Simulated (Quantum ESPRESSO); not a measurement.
TiC:

```xyz
2
Lattice="0.0000 2.1657 2.1657 2.1657 0.0000 2.1657 2.1657 2.1657 0.0000" Properties=species:S:1:pos:R:3 pbc="T T T"
Ti    0.0000    0.0000    0.0000
C     2.1657    2.1657    2.1657
```

The cell is a database's computed one.

Base run:

- Program: Quantum ESPRESSO 7.5
- Functional: PBEsol
- Potentials or basis: SSSP 1.3 efficiency PBE
- Cutoff: 748 eV
- Density cutoff: 5987 eV
- k mesh: 11 × 11 × 11
- Occupations: fermi-dirac, width 0.05 eV
- Spin: no spin polarisation
- Hubbard terms: Ti d U = 1 eV

Its results: band gap on the k mesh none (metal or under the smearing width); pressure -4.9 GPa.

**Question.** After a change of settings the same cell gave: band gap on the k mesh none (metal or under the smearing width); pressure 1.0 GPa. Which change was it?
A. hubbard terms from Ti d U = 1 eV to Ti d U = 2 eV
B. hubbard terms from Ti d U = 1 eV to none
C. hubbard terms from Ti d U = 1 eV to Ti d U = 4 eV

**Answer.** C.

Caveats: the potentials were made for another functional, which shifts forces and pressure; U without spin polarisation on a metal has little footing; the U is typed as a test and isn't derived for this compound.
